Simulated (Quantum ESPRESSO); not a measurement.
# InAs (F-43m) in Quantum ESPRESSO: notebook

The runs below take InAs through single point, with PBE, PBEsol.

All numbers are computed with Quantum ESPRESSO 7.5; they aren't measurements. Logs are shortened: lines on timing, memory, paths and dates and some standing lists are left out, and cuts for length are marked.

**What was measured.**

A printed reference work, data compilation reports, for a bulk crystal of InAs at 4.2 K: band gap 0.418 eV (direct).

How close the calculation comes is told below.

### Step 1. The crystal as given

Symmetry: F-43m, No. 216, cubic system. Conventional cell: a = 6.036 Å, b = 6.036 Å, c = 6.036 Å, α = 90.00°, β = 90.00°, γ = 90.00°. In (site symmetry -43m) is surrounded by 4 As at 2.61 Å. Around As (site symmetry -43m) lie 4 In at 2.61 Å.

### Step 2. Single point, PBE

scf.in reads:

```
&CONTROL
  calculation = 'scf'
  prefix = 'pwscf'
  outdir = './tmp'
  pseudo_dir = './pseudo'
/
&SYSTEM
  ibrav = 0
  nat = 2
  ntyp = 2
  ecutwfc = 84
  nbnd = 21
  occupations = 'smearing'
  smearing = 'fd'
  degauss = 0.00367493
  force_symmorphic = .true.
/
&ELECTRONS
  conv_thr = 4d-10
  electron_maxstep = 120
  mixing_beta = 0.5
/
ATOMIC_SPECIES
In   114.8180 In.upf
As    74.9216 As.upf
CELL_PARAMETERS angstrom
   0.0000000000    3.0180000000    3.0180000000
   3.0180000000    0.0000000000    3.0180000000
   3.0180000000    3.0180000000    0.0000000000
ATOMIC_POSITIONS crystal
In     0.0000000000    0.0000000000    0.0000000000
As     0.7500000000    0.7500000000    0.7500000000
K_POINTS automatic
10 10 10 0 0 0
```

nscf.in reads:

```
&CONTROL
  calculation = 'nscf'
  prefix = 'pwscf'
  outdir = './tmp'
  pseudo_dir = './pseudo'
/
&SYSTEM
  ibrav = 0
  nat = 2
  ntyp = 2
  ecutwfc = 84
  nbnd = 44
  occupations = 'smearing'
  smearing = 'fd'
  degauss = 0.00367493
  force_symmorphic = .true.
/
&ELECTRONS
  conv_thr = 1d-08
  diago_full_acc = .true.
  diago_thr_init = 1d-06
/
ATOMIC_SPECIES
In   114.8180 In.upf
As    74.9216 As.upf
CELL_PARAMETERS angstrom
   0.0000000000    3.0180000000    3.0180000000
   3.0180000000    0.0000000000    3.0180000000
   3.0180000000    3.0180000000    0.0000000000
ATOMIC_POSITIONS crystal
In     0.0000000000    0.0000000000    0.0000000000
As     0.7500000000    0.7500000000    0.7500000000
K_POINTS automatic
10 10 10 0 0 0
```

Potentials or basis: PseudoDojo 0.4.1 SR PBE standard.

The run is started by

```
> OMP_NUM_THREADS=1 pw.x -in scf.in > scf.out
> OMP_NUM_THREADS=1 pw.x -in nscf.in > nscf.out
```

scf.out:

```text
This program is part of the open-source Quantum ESPRESSO suite
     for quantum simulation of materials; please cite
[... 9 lines left out ...]
     --------------------
     sticks:   dense  smooth     PW     G-vecs:    dense   smooth      PW
     Sum        1507    1507    433                38709    38709    5985

     Using Slab Decomposition

     bravais-lattice index     =            0
     lattice parameter (alat)  =       8.0655  a.u.
     unit-cell volume          =     371.0089 (a.u.)^3
     number of atoms/cell      =            2
     number of atomic types    =            2
     number of electrons       =        28.00
     number of Kohn-Sham states=           21
     kinetic-energy cutoff     =      84.0000  Ry
     charge density cutoff     =     336.0000  Ry
     scf convergence threshold =      4.0E-10
     mixing beta               =       0.5000
     number of iterations used =            8  plain     mixing
     Exchange-correlation= PBE
                           (   1   4   3   4   0   0   0)

     celldm(1)=   8.065534  celldm(2)=   0.000000  celldm(3)=   0.000000
     celldm(4)=   0.000000  celldm(5)=   0.000000  celldm(6)=   0.000000

     crystal axes: (cart. coord. in units of alat)
               a(1) = (   0.000000   0.707107   0.707107 )
               a(2) = (   0.707107   0.000000   0.707107 )
               a(3) = (   0.707107   0.707107   0.000000 )

     reciprocal axes: (cart. coord. in units 2 pi/alat)
               b(1) = ( -0.707107  0.707107  0.707107 )
               b(2) = (  0.707107 -0.707107  0.707107 )
               b(3) = (  0.707107  0.707107 -0.707107 )

     PseudoPot. # 1 for In read from file:
     In.upf
     Pseudo is Norm-conserving + core correction, Zval = 13.0
     Generated using ONCVPSP code by D. R. Hamann
     Using radial grid of 1964 points,  6 beta functions with:
                l(1) =   0
                l(2) =   0
                l(3) =   1
                l(4) =   1
                l(5) =   2
                l(6) =   2

     PseudoPot. # 2 for As read from file:
     As.upf
     Pseudo is Norm-conserving + core correction, Zval = 15.0
     Generated using ONCVPSP code by D. R. Hamann
     Using radial grid of 1358 points,  6 beta functions with:
                l(1) =   0
                l(2) =   0
                l(3) =   1
                l(4) =   1
                l(5) =   2
                l(6) =   2

     atomic species   valence    mass     pseudopotential
     In               13.00   114.81800     In( 1.00)
     As               15.00    74.92160     As( 1.00)

     24 Sym. Ops. (no inversion) found

   Cartesian axes

     site n.     atom                  positions (alat units)
         1        In     tau(   1) = (   0.0000000   0.0000000   0.0000000  )
         2        As     tau(   2) = (   1.0606602   1.0606602   1.0606602  )

     number of k points=    47  Fermi-Dirac smearing, width (Ry)=  0.0037
                       cart. coord. in units 2pi/alat
        k(    1) = (   0.0000000   0.0000000   0.0000000), wk =   0.0020000
        k(    2) = (   0.0707107   0.0707107  -0.0707107), wk =   0.0160000
        k(    3) = (   0.1414214   0.1414214  -0.1414214), wk =   0.0160000
        k(    4) = (   0.2121320   0.2121320  -0.2121320), wk =   0.0160000
        k(    5) = (   0.2828427   0.2828427  -0.2828427), wk =   0.0160000
        k(    6) = (  -0.3535534  -0.3535534   0.3535534), wk =   0.0080000
[... 39 lines left out ...]
        k(   46) = (  -0.0707107  -0.3535534   0.6363961), wk =   0.0480000
        k(   47) = (  -0.7071068   0.2828427   0.0000000), wk =   0.0240000

     Dense  grid:    38709 G-vectors     FFT dimensions: (  48,  48,  48)

     Initial potential from superposition of free atoms

     starting charge      27.9959, renormalised to      28.0000
     Starting wfcs are   18 randomized atomic wfcs +    3 random wfcs

     Self-consistent Calculation

     iteration #  1     ecut=    84.00 Ry     beta= 0.50
     Davidson diagonalization with overlap
     ethr =  1.00E-02,  avg # of iterations =  6.0

     Threshold (ethr) on eigenvalues was too large:
     Diagonalizing with lowered threshold

     Davidson diagonalization with overlap
     ethr =  2.54E-04,  avg # of iterations =  2.6

     total energy              =    -345.05684400 Ry
     estimated scf accuracy    <       0.06990720 Ry

     iteration #  2     ecut=    84.00 Ry     beta= 0.50
     Davidson diagonalization with overlap
     ethr =  2.50E-04,  avg # of iterations =  2.0

     total energy              =    -345.06975428 Ry
     estimated scf accuracy    <       0.00506392 Ry

     iteration #  3     ecut=    84.00 Ry     beta= 0.50
     Davidson diagonalization with overlap
     ethr =  1.81E-05,  avg # of iterations =  5.5

     total energy              =    -345.07013632 Ry
     estimated scf accuracy    <       0.00101833 Ry

     iteration #  4     ecut=    84.00 Ry     beta= 0.50
     Davidson diagonalization with overlap
     ethr =  3.64E-06,  avg # of iterations =  3.0

     total energy              =    -345.07019553 Ry
     estimated scf accuracy    <       0.00002227 Ry

     iteration #  5     ecut=    84.00 Ry     beta= 0.50
     Davidson diagonalization with overlap
     ethr =  7.95E-08,  avg # of iterations =  4.1
[... 8 lines left out ...]
     total energy              =    -345.07020469 Ry
     estimated scf accuracy    <       0.00000008 Ry

     iteration #  7     ecut=    84.00 Ry     beta= 0.50
     Davidson diagonalization with overlap
     ethr =  2.73E-10,  avg # of iterations =  3.3

     total energy              =    -345.07020472 Ry
     estimated scf accuracy    <          5.3E-09 Ry

     iteration #  8     ecut=    84.00 Ry     beta= 0.50
     Davidson diagonalization with overlap
     ethr =  1.91E-11,  avg # of iterations =  2.4

     total energy              =    -345.07020472 Ry
     estimated scf accuracy    <          5.6E-10 Ry

     iteration #  9     ecut=    84.00 Ry     beta= 0.50
     Davidson diagonalization with overlap
     ethr =  1.99E-12,  avg # of iterations =  3.2

     End of self-consistent calculation

          k = 0.0000 0.0000 0.0000 (  4909 PWs)   bands (ev):

   -26.8807 -26.8807 -26.8807 -26.8722 -26.8722  -6.2753  -6.2753  -6.2753
    -6.1497  -6.1497  -3.7276   8.0018   8.1714   8.1714   8.1714  12.0941
    12.0941  12.0941  15.7198  17.9147  17.9148

          k = 0.0707 0.0707-0.0707 (  4843 PWs)   bands (ev):

   -26.8807 -26.8807 -26.8807 -26.8722 -26.8722  -6.2885  -6.2714  -6.2714
    -6.1498  -6.1498  -3.6229   6.6636   8.0423   8.0423   9.1401  12.1632
    12.2847  12.2847  16.3131  17.1976  17.1976

          k = 0.1414 0.1414-0.1414 (  4804 PWs)   bands (ev):

   -26.8807 -26.8806 -26.8806 -26.8721 -26.8721  -6.3215  -6.2619  -6.2619
    -6.1494  -6.1494  -3.3259   5.1737   7.7521   7.7521   9.4716  12.6661
    12.6661  12.8105  16.7368  16.7368  16.7751

          k = 0.2121 0.2121-0.2121 (  4828 PWs)   bands (ev):

   -26.8807 -26.8805 -26.8805 -26.8721 -26.8721  -6.3595  -6.2518  -6.2518
    -6.1471  -6.1471  -2.8930   3.8119   7.4564   7.4564   9.3556  12.8878
    12.8878  13.9738  16.4107  17.0371  17.0371

          k = 0.2828 0.2828-0.2828 (  4814 PWs)   bands (ev):

   -26.8807 -26.8805 -26.8805 -26.8720 -26.8720  -6.3884  -6.2454  -6.2454
    -6.1433  -6.1433  -2.4527   2.7875   7.2507   7.2507   9.2022  12.8906
    12.8906  14.8907  16.6169  18.0486  18.0486

          k =-0.3536-0.3536 0.3536 (  4850 PWs)   bands (ev):
[... 127 lines left out ...]
   -26.8806 -26.8805 -26.8803 -26.8721 -26.8720  -6.4152  -6.2306  -6.2204
    -6.1543  -6.1472  -1.9868   2.7427   4.9089   6.7276  10.6775  13.3387
    14.3598  14.4152  16.3857  16.9125  20.6057

          k = 0.5657-0.0000 0.0000 (  4820 PWs)   bands (ev):

   -26.8811 -26.8802 -26.8802 -26.8723 -26.8717  -6.4440  -6.2007  -6.2007
    -6.1846  -6.1294  -2.0035   2.7683   5.9878   5.9878   9.8126  10.4652
    16.5562  16.6287  16.6287  19.5149  20.9216

          k =-0.0707-0.6364 0.6364 (  4834 PWs)   bands (ev):

   -26.8810 -26.8802 -26.8802 -26.8723 -26.8717  -6.4511  -6.2006  -6.1965
    -6.1831  -6.1295  -1.7734   2.4490   5.5926   5.9352   9.9600  10.6718
    16.2651  16.7696  17.5695  19.7358  20.2226

          k = 0.0000-0.5657 0.5657 (  4832 PWs)   bands (ev):

   -26.8809 -26.8803 -26.8802 -26.8722 -26.8718  -6.4443  -6.2101  -6.2000
    -6.1752  -6.1342  -1.6966   2.4055   5.0526   6.0802  10.1634  11.7921
    15.8404  16.0929  16.5204  18.7104  20.8512

          k =-0.7071 0.0000 0.0000 (  4800 PWs)   bands (ev):

   -26.8811 -26.8801 -26.8801 -26.8723 -26.8717  -6.4586  -6.1924  -6.1924
    -6.1889  -6.1272  -1.7037   2.3154   5.8351   5.8351   9.7178  10.2384
    17.4140  17.4871  17.4871  19.8619  20.5001

          k = 0.2828 0.1414 0.0000 (  4821 PWs)   bands (ev):

   -26.8808 -26.8805 -26.8805 -26.8722 -26.8720  -6.3523  -6.2506  -6.2467
    -6.1585  -6.1428  -3.0754   4.6857   6.6816   7.4101  10.6316  11.4656
    13.4344  13.5602  15.6454  17.7287  18.3464

          k = 0.3536 0.2121-0.0707 (  4817 PWs)   bands (ev):

   -26.8808 -26.8805 -26.8804 -26.8721 -26.8720  -6.3811  -6.2423  -6.2371
    -6.1584  -6.1410  -2.6679   3.6937   6.1312   7.1248  10.7337  12.0242
    13.3416  14.0014  16.2328  18.1041  18.9256

          k =-0.2828-0.4243 0.5657 (  4825 PWs)   bands (ev):

   -26.8807 -26.8805 -26.8804 -26.8721 -26.8720  -6.4024  -6.2382  -6.2305
    -6.1543  -6.1409  -2.2572   2.8435   5.8545   6.8526  10.6415  12.3174
    13.6457  14.5063  16.9677  18.2147  19.0471

          k =-0.2121-0.3536 0.4950 (  4832 PWs)   bands (ev):

   -26.8807 -26.8805 -26.8804 -26.8721 -26.8720  -6.4101  -6.2372  -6.2282
    -6.1508  -6.1421  -2.0689   2.4957   5.7735   6.7447  10.5988  12.3018
    13.7557  15.2234  16.8143  18.2550  19.0855

          k = 0.4243 0.1414-0.0000 (  4805 PWs)   bands (ev):

   -26.8809 -26.8804 -26.8803 -26.8722 -26.8719  -6.4016  -6.2286  -6.2238
    -6.1689  -6.1364  -2.5244   3.6085   6.0411   6.5647  10.8390  11.1810
    13.7329  15.0984  16.2625  19.0539  19.7420

          k =-0.2121-0.4950 0.6364 (  4821 PWs)   bands (ev):
[... 19 lines left out ...]
   -26.8807 -26.8805 -26.8804 -26.8721 -26.8720  -6.4026  -6.2358  -6.2257
    -6.1585  -6.1422  -2.2858   3.1494   5.3741   6.8022  11.2220  12.3889
    13.0474  14.7977  16.3862  18.3517  20.0174

          k =-0.1414-0.5657 0.7071 (  4829 PWs)   bands (ev):

   -26.8810 -26.8803 -26.8802 -26.8722 -26.8718  -6.4380  -6.2104  -6.2038
    -6.1775  -6.1322  -1.9566   2.7345   5.6589   5.9181  10.4619  10.9679
    14.8250  16.5732  17.1587  19.7539  20.1052

          k =-0.0707-0.4950 0.6364 (  4825 PWs)   bands (ev):

   -26.8809 -26.8804 -26.8802 -26.8722 -26.8718  -6.4394  -6.2156  -6.2018
    -6.1720  -6.1357  -1.7414   2.4839   5.1633   5.8488  10.7318  11.8648
    14.5301  15.9015  17.1879  19.4283  20.1453

          k =-0.0000-0.4243 0.5657 (  4822 PWs)   bands (ev):

   -26.8807 -26.8805 -26.8802 -26.8721 -26.8719  -6.4309  -6.2243  -6.2059
    -6.1640  -6.1415  -1.7464   2.5117   4.8552   6.0714  10.9589  12.9917
    14.0814  15.0525  16.5269  18.2833  21.0224

          k =-0.7071 0.1414 0.0000 (  4824 PWs)   bands (ev):

   -26.8810 -26.8802 -26.8801 -26.8723 -26.8717  -6.4511  -6.2028  -6.1974
    -6.1797  -6.1309  -1.6859   2.3617   5.5968   5.6187  10.3393  10.8118
    16.0891  16.2830  17.8719  19.8944  20.2072

          k =-0.1414-0.4243 0.7071 (  4852 PWs)   bands (ev):

   -26.8808 -26.8805 -26.8802 -26.8722 -26.8719  -6.4281  -6.2260  -6.2067
    -6.1653  -6.1398  -1.8477   2.6369   5.1195   5.9083  11.8929  11.9969
    13.1465  15.8202  16.7548  18.6776  20.9239

          k =-0.0707-0.3536 0.6364 (  4822 PWs)   bands (ev):

   -26.8806 -26.8806 -26.8802 -26.8721 -26.8719  -6.4312  -6.2263  -6.2036
    -6.1635  -6.1420  -1.7212   2.5049   4.9991   5.7155  11.9491  12.5044
    13.3985  14.7677  17.1353  19.3671  20.1158

          k =-0.7071 0.2828 0.0000 (  4822 PWs)   bands (ev):

   -26.8808 -26.8805 -26.8802 -26.8722 -26.8718  -6.4376  -6.2209  -6.2001
    -6.1676  -6.1394  -1.6568   2.4443   5.2552   5.3285  11.8187  12.0573
    13.9410  14.6781  18.0228  19.9528  20.0532

     the Fermi energy is     8.2437 ev

!    total energy              =    -345.07020472 Ry
     estimated scf accuracy    <          1.7E-10 Ry
     smearing contrib. (-TS)   =      -0.00002725 Ry
     internal energy E=F+TS    =    -345.07017747 Ry

     The total energy is F=E-TS. E is the sum of the following terms:
     one-electron contribution =    -176.19933676 Ry
     hartree contribution      =     104.57855520 Ry
     xc contribution           =     -87.65956550 Ry
     ewald contribution        =    -185.78983041 Ry

     convergence has been achieved in   9 iterations

=------------------------------------------------------------------------------=
   JOB DONE.
=------------------------------------------------------------------------------=
```

It used 290 s of CPU time on 1 thread of Intel(R) Xeon(R) Processor @ 2.50GHz (Skylake/Cascade Lake), on a shared host, which was overloaded at the time.

What came out:

```
Band gap on the k mesh, mean-field level : none (metal or under the smearing width)
```

Caveat: this crystal is a semiconductor, whose small gap the functional closes, so the metal is an error of the method.

(Part 1 of 2 ends here.)
